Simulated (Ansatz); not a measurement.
# Re(0001) with 2 layers of random Re-Pt, 2x2: scattering by chemical disorder, part 2 of 2

Aim: the residual resistivity of a random alloy, from Re(0001) with 2 layers of random Re-Pt, 2x2 and longer regions.

Ansatz 0.2.0; Ansatz plane-wave DFT, PBE, PAW files; ballistic transport by layer matching (Landauer), zero bias; PAW set soft_1.

So far. Step 3 (With 6 alloy layers): Over the solved energies the transmission per spin lies between 3.09 and 3.22, out of 5.26 channels of the lead on average (up to 5.38).

## 4. With 10 alloy layers

In 10 layers a share of 0.125 of the sites is given to Pt at random. A fresh draw is used; the growth of the resistance with length is what counts.

System of this step: Re(0001) with 10 layers of random Re-Pt, 2x2. The cell holds 80 atoms: 75 Re and 5 Pt. Cell: a = 5.522 Å, b = 5.522 Å, c = 44.582 Å, α = 90.0°, β = 90.0°, γ = 120.0°. It derives from Re. Regions: lead, 40 atoms (40 Re); scattering region, 40 atoms (35 Re and 5 Pt). The structure is stacked along c, and the current runs across the ab planes.

The input, input.yaml:

```yaml
crystal:
  lattice:
    - [5.5216, 0.0, 0.0]
    - [-2.7608, 4.7818458695, 0.0]
    - [0.0, 0.0, 44.582]
  atoms:
    - { symbol: Re, position: [0.1666666667, 0.3333333333, 0.025] }
    - { symbol: Re, position: [0.1666666667, 0.8333333333, 0.025] }
    - { symbol: Re, position: [0.6666666667, 0.3333333333, 0.025] }
    - { symbol: Re, position: [0.6666666667, 0.8333333333, 0.025] }
    - { symbol: Re, position: [0.3333333333, 0.1666666667, 0.075] }
    - { symbol: Re, position: [0.3333333333, 0.6666666667, 0.075] }
    - { symbol: Re, position: [0.8333333333, 0.1666666667, 0.075] }
    - { symbol: Re, position: [0.8333333333, 0.6666666667, 0.075] }
    - { symbol: Re, position: [0.1666666667, 0.3333333333, 0.125] }
    - { symbol: Re, position: [0.1666666667, 0.8333333333, 0.125] }
    - { symbol: Re, position: [0.6666666667, 0.3333333333, 0.125] }
    - { symbol: Re, position: [0.6666666667, 0.8333333333, 0.125] }
    - { symbol: Re, position: [0.3333333333, 0.1666666667, 0.175] }
    - { symbol: Re, position: [0.3333333333, 0.6666666667, 0.175] }
    - { symbol: Re, position: [0.8333333333, 0.1666666667, 0.175] }
    - { symbol: Re, position: [0.8333333333, 0.6666666667, 0.175] }
    - { symbol: Re, position: [0.1666666667, 0.3333333333, 0.225] }
    - { symbol: Re, position: [0.1666666667, 0.8333333333, 0.225] }
    - { symbol: Re, position: [0.6666666667, 0.3333333333, 0.225] }
    - { symbol: Re, position: [0.6666666667, 0.8333333333, 0.225] }
    - { symbol: Re, position: [0.3333333333, 0.1666666667, 0.275] }
    - { symbol: Re, position: [0.3333333333, 0.6666666667, 0.275] }
    - { symbol: Re, position: [0.8333333333, 0.1666666667, 0.275] }
    - { symbol: Re, position: [0.8333333333, 0.6666666667, 0.275] }
    - { symbol: Re, position: [0.1666666667, 0.3333333333, 0.325] }
    - { symbol: Re, position: [0.1666666667, 0.8333333333, 0.325] }
    - { symbol: Re, position: [0.6666666667, 0.3333333333, 0.325] }
    - { symbol: Re, position: [0.6666666667, 0.8333333333, 0.325] }
    - { symbol: Re, position: [0.3333333333, 0.1666666667, 0.375] }
    - { symbol: Re, position: [0.3333333333, 0.6666666667, 0.375] }
    - { symbol: Re, position: [0.8333333333, 0.1666666667, 0.375] }
    - { symbol: Re, position: [0.8333333333, 0.6666666667, 0.375] }
    - { symbol: Re, position: [0.1666666667, 0.3333333333, 0.425] }
    - { symbol: Re, position: [0.1666666667, 0.8333333333, 0.425] }
    - { symbol: Re, position: [0.6666666667, 0.3333333333, 0.425] }
    - { symbol: Re, position: [0.6666666667, 0.8333333333, 0.425] }
    - { symbol: Re, position: [0.3333333333, 0.1666666667, 0.475] }
    - { symbol: Re, position: [0.3333333333, 0.6666666667, 0.475] }
    - { symbol: Re, position: [0.8333333333, 0.1666666667, 0.475] }
    - { symbol: Pt, position: [0.8333333333, 0.6666666667, 0.475] }
    - { symbol: Re, position: [0.1666666667, 0.3333333333, 0.525] }
    - { symbol: Re, position: [0.1666666667, 0.8333333333, 0.525] }
    - { symbol: Re, position: [0.6666666667, 0.3333333333, 0.525] }
    - { symbol: Re, position: [0.6666666667, 0.8333333333, 0.525] }
    - { symbol: Re, position: [0.3333333333, 0.1666666667, 0.575] }
    - { symbol: Pt, position: [0.3333333333, 0.6666666667, 0.575] }
    - { symbol: Re, position: [0.8333333333, 0.1666666667, 0.575] }
    - { symbol: Re, position: [0.8333333333, 0.6666666667, 0.575] }
    - { symbol: Re, position: [0.1666666667, 0.3333333333, 0.625] }
    - { symbol: Re, position: [0.1666666667, 0.8333333333, 0.625] }
    - { symbol: Pt, position: [0.6666666667, 0.3333333333, 0.625] }
    - { symbol: Pt, position: [0.6666666667, 0.8333333333, 0.625] }
    - { symbol: Pt, position: [0.3333333333, 0.1666666667, 0.675] }
    - { symbol: Re, position: [0.3333333333, 0.6666666667, 0.675] }
    - { symbol: Re, position: [0.8333333333, 0.1666666667, 0.675] }
    - { symbol: Re, position: [0.8333333333, 0.6666666667, 0.675] }
    - { symbol: Re, position: [0.1666666667, 0.3333333333, 0.725] }
    - { symbol: Re, position: [0.1666666667, 0.8333333333, 0.725] }
    - { symbol: Re, position: [0.6666666667, 0.3333333333, 0.725] }
    - { symbol: Re, position: [0.6666666667, 0.8333333333, 0.725] }
    - { symbol: Re, position: [0.3333333333, 0.1666666667, 0.775] }
    - { symbol: Re, position: [0.3333333333, 0.6666666667, 0.775] }
    - { symbol: Re, position: [0.8333333333, 0.1666666667, 0.775] }
    - { symbol: Re, position: [0.8333333333, 0.6666666667, 0.775] }
    - { symbol: Re, position: [0.1666666667, 0.3333333333, 0.825] }
    - { symbol: Re, position: [0.1666666667, 0.8333333333, 0.825] }
    - { symbol: Re, position: [0.6666666667, 0.3333333333, 0.825] }
    - { symbol: Re, position: [0.6666666667, 0.8333333333, 0.825] }
    - { symbol: Re, position: [0.3333333333, 0.1666666667, 0.875] }
    - { symbol: Re, position: [0.3333333333, 0.6666666667, 0.875] }
    - { symbol: Re, position: [0.8333333333, 0.1666666667, 0.875] }
    - { symbol: Re, position: [0.8333333333, 0.6666666667, 0.875] }
    - { symbol: Re, position: [0.1666666667, 0.3333333333, 0.925] }
    - { symbol: Re, position: [0.1666666667, 0.8333333333, 0.925] }
    - { symbol: Re, position: [0.6666666667, 0.3333333333, 0.925] }
    - { symbol: Re, position: [0.6666666667, 0.8333333333, 0.925] }
    - { symbol: Re, position: [0.3333333333, 0.1666666667, 0.975] }
    - { symbol: Re, position: [0.3333333333, 0.6666666667, 0.975] }
    - { symbol: Re, position: [0.8333333333, 0.1666666667, 0.975] }
    - { symbol: Re, position: [0.8333333333, 0.6666666667, 0.975] }
kpoints:
  mp_grid: { grid: [5, 5, 1] }
hamiltonian:
  xc: pbe
  pseudopotentials: { kind: paw, azcp: { folder: soft_1 } }
scf:
  occupations: { method: fermi_dirac, width: 0.1 }
output:
  transmission:
    leads: [[0, 8]]
    kmesh: [10, 10]
    e_range: [-0.05, 0.05]
    de: 0.05
  write_potential: true
  write_density: true
  volumetric_format: npy
```

Run with:

```bash
ansatz run input.yaml --threads 4 --pin off --max-ram 15360MiB --backend cpu --events-out ev --progress --plain --runs-dir out
```

Numbers of over 12 decimals in the logs are rounded to 6 here.

What it wrote:

```text
[...]
Crystal: 80 atoms, lattice volume = 1177.118 Å³
Basis set: ecut = 420 eV, 23015 PW (Γ)
Bands: 729, of which v1, the nominal top of the filled ones, is band 608 counted from 1 (607 counted from 0)
Symmetry: 1 space group operations
[...]
k-points: 13 of 25 (time reversal used)
[...]
SCF iter   1: F=—  HF=-877909.394657 eV  |F-HF|=—  |Δ(HF+E_count)|=         —  Δρ=1.66e-1  dr2=6.41e3  ethr=3.10e-3  ⟨swp⟩=5.0  Hψ=28801  notcnv=0
[...]
SCF iter  12: F=-877823.713444 eV  HF=-877823.713444 eV  |F-HF|=8.96e-9  |Δ(HF+E_count)|=   1.41e-8  Δρ=2.92e-7  dr2=8.93e-9  ethr=8.23e-12  ⟨swp⟩=9.5  Hψ=25030  notcnv=0
SCF 1 converged in 12 iterations: F = -877823.713444 eV  dr2 = 8.93e-9
[...]
transmission: 417 of 4160 steps passed
transmission: 832 of 4160 steps passed
[...]
transmission: 4160 of 4160 steps passed
SCF converged after 12 iterations
Free energy (F): -877823.713444 eV
[...]
Internal energy: -877821.636938 eV  (E = F + TS)
E sigma→0 (E₀):  -877822.675191 eV
Entropy (-TS):   -2.076507 eV (-25.956 meV/atom)
Fermi energy:    24.152918 eV
[...]
--- Band table (eV; the first three rows and the last of 13) ---
  k-point 0: bands = [... 604 lower, 24.7057, 24.7265, 24.8352, 24.8521, 24.8673, 24.8726, 24.8981, 24.9086, ... 117 higher]
  k-point 1: bands = [... 604 lower, 24.2715, 24.2917, 24.3145, 24.3489, 24.3820, 24.3961, 24.4192, 24.4280, ... 117 higher]
  k-point 2: bands = [... 604 lower, 23.8807, 23.9038, 23.9192, 23.9585, 23.9822, 24.0014, 24.0340, 24.0722, ... 117 higher]
  k-point 12: bands = [... 604 lower, 23.9175, 23.9598, 23.9962, 24.0430, 24.0715, 24.1148, 24.1524, 24.1875, ... 117 higher]
--- Transmission ---
  basis      : 235 plane waves across, 80 finite elements along
  points     : 52, standing for a mesh of 10 x 10
[...]
channels       : 5.380000e0 a spin
[...]
junction   : crystal 0 to crystal 0, 3.76 to 43.88 Å
    transmission   : 2.471699e0 a spin
[...]
```

The job ended after 18 min (4 threads of Intel Xeon Platinum 8488C (Sapphire Rapids), shared host; peak memory 8.7 GiB).

This step gave:

```
free energy                                   : -877823.7134 eV
energy at zero smearing                       : -877822.6752 eV
Fermi energy                                  : 24.15 eV
transmission per spin nearest the Fermi level : 2.472
step of the lead's potential                  : 2.5 meV
```

Per spin. Transmission, zone mean against energy, zero at the Fermi level:

| energy (eV) | transmission, zone mean |
| --- | --- |
| -0.0500 | 2.45 |
| 0.0000 | 2.47 |
| 0.0500 | 2.44 |

Over the solved energies the transmission per spin lies between 2.44 and 2.47, out of 5.26 channels of the lead on average (up to 5.38).

## 5. Resistance against length

This step: Ansatz plane-wave DFT, PBE, PAW files; ballistic transport by layer matching (Landauer), zero bias; residual resistivity from the slope of the area resistance, atoms on the host's lattice; PAW set soft_1 (Ansatz 0.2.0).

This step gave:

- resistivity: 32.70 µΩ cm
- intercept: 0.005501 fΩ m²
- scatter about the fit: 0.009467 fΩ m²

Resistance, by row:

| run | length (Å) | T | channels N | RA (fΩ m²) |
| --- | --- | --- | --- | --- |
| n2 | 4.458 | 4.229 | 5.26 | 0.158 |
| n6 | 13.37 | 3.163 | 5.26 | 0.4294 |
| n10 | 22.29 | 2.454 | 5.26 | 0.741 |

The area resistance by length of the alloy:

| length of the alloy (Å) | area resistance (fΩ m²) |
| --- | --- |
| 4.46 | 0.158 |
| 13.37 | 0.429 |
| 22.29 | 0.741 |

The area resistance goes from 0.16 to 0.74 fΩ m² between 4.5 and 22.3 Å, a slope of 33 µΩ cm.

By hand from the end points: (0.7410 − 0.1580) fΩ m² / (22.29 − 4.46) Å = 33 µΩ cm, since 1 fΩ m² per Å is 1000 µΩ cm.

## 6. What came out

```json
{"resistivity from the slope": "32.7 µΩ cm", "area resistance over 4.46 Å": "0.158 fΩ m²", "area resistance over 13.4 Å": "0.429 fΩ m²", "area resistance over 22.3 Å": "0.741 fΩ m²"}
```

In words: The slope gives 33 µΩ cm. The points scatter by 0.0095 fΩ m² about the line, with one random draw a length in a 2x2 cell, so the slope is a rough value. Read with a model of isotropic scattering on a spherical Fermi surface and the lead's 1.5×10¹⁵ S/m², this slope means a mean free path near 15 Å; over these lengths the model's slope is 1.03 times its bulk resistivity, which would be 32 µΩ cm. The draw over the shortest length came out nearly ordered, with 12 symmetry operations, so that point is a poor sample of a random alloy. The atoms sit on the host's lattice, so scattering by size misfit is left out. Spin-orbit coupling is left out, which matters for Pt and Re.

[Logs are printed without paths, hosts, clocks, repeated set-up lines and the standing remarks that a program may print on its own settings, such as how far it seeks lower states.]

[Hosts, paths, dates, database ids (printed as entryN), source tags and the programs' standing remarks are cut or masked in the printed files.]
